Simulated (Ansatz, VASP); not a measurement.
This is a calculation of InAs for Ansatz 0.2.0.

input.yaml

```yaml
crystal:
  lattice:
    - [0.0, 3.018, 3.018]
    - [3.018, 0.0, 3.018]
    - [3.018, 3.018, 0.0]
  atoms:
    - { symbol: In, position: [0.0, 0.0, 0.0] }
    - { symbol: As, position: [0.75, 0.75, 0.75] }
hamiltonian:
  xc: pbe0
  pseudopotentials: { kind: paw }
kpoints:
  mp_grid: { grid: [4, 4, 4] }
scf:
  occupations: { method: fermi_dirac, width: 0.05 }
output:
  forces: true
  stress: true
relax:
  f_tol: 0.01
  max_steps: 40
  cell: { stress_tol: 0.05 }
```

Potentials or basis: Ansatz PAW.

Command:

```bash
$ ansatz run input.yaml --threads 2 --pin off --max-ram 5632MiB --backend cpu --events-out ev --progress --plain --runs-dir out
```

Set up the same calculation for VASP 6.6.1. Potentials there: VASP PAW PBE potentials, release 64 (In_d, As).

As run (the cutoff follows the program's own potentials):

POSCAR

```
InAs
1.0
    0.0000000000      3.0180000000      3.0180000000
    3.0180000000      0.0000000000      3.0180000000
    3.0180000000      3.0180000000      0.0000000000
In As
1 1
Direct
    0.0000000000      0.0000000000      0.0000000000
    0.7500000000      0.7500000000      0.7500000000
```

Contents of INCAR.step1:

```
  ALGO = Normal
  EDIFF = 1E-5
  ENCUT = 600
  GGA = PE
  ISMEAR = -1
  LASPH = True
  LCHARG = False
  LREAL = False
  LWAVE = True
  NELM = 100
  PREC = Accurate
  SIGMA = 0.05
```

The input INCAR.step2:

```
  AEXX = 0.25
  ALGO = Normal
  EDIFF = 1E-6
  EDIFFG = -0.02
  ENCUT = 600
  GGA = PE
  HFRCUT = -1
  IBRION = 2
  ISIF = 3
  ISMEAR = -1
  ISTART = 1
  LASPH = True
  LCHARG = False
  LHFCALC = True
  LREAL = False
  LWAVE = False
  NELM = 100
  NSW = 40
  PREC = Accurate
  PRECFOCK = Normal
  SIGMA = 0.05
```

KPOINTS

```
k-points
0
Gamma
  4 4 4
```

Potentials or basis: VASP PAW PBE potentials, release 64 (In_d, As).

Run with:

```console
$ cat potpaw_PBE.64/In_d/POTCAR potpaw_PBE.64/As/POTCAR > POTCAR
$ cp INCAR.step1 INCAR
$ mpirun -np 1 vasp_std > vasp.out
$ cp INCAR.step2 INCAR
$ mpirun -np 1 vasp_std > vasp.out
```

Both were run:

|  | VASP | Ansatz | Ansatz less VASP |
| --- | --- | --- | --- |
| gap on the k mesh at the Fermi level, each at its own relaxed structure (eV) | 1.06 | 1.03 | -0.029 |
| relaxed volume (Å³/atom) | 28.37 | 28.46 | +0.083 |
| relaxed cell length with the largest relative difference (Å) | 4.313 | 4.318 | +0.0042 |
| energy change over the relaxation (meV/atom) | -5 | -7 | -1.1 |

The two sets of potentials don't hold the same shells in valence.

Caveats: the k mesh is coarse (spacing up to 0.45 Å⁻¹), so the values aren't converged, least of all with exact exchange; spin-orbit coupling is left out, which moves the levels of the heavy elements; the PAW data sets were made with another functional, which shifts forces and pressure a little (VASP); the plane-wave basis is chosen anew once the cell has moved, so the energies of steps on either side of that aren't comparable (Ansatz); the PAW data sets come from PBE, with cores solved anew for the run's functional, which leaves a small shift of forces and pressure (Ansatz). Zero-point motion and thermal expansion aren't in these numbers.
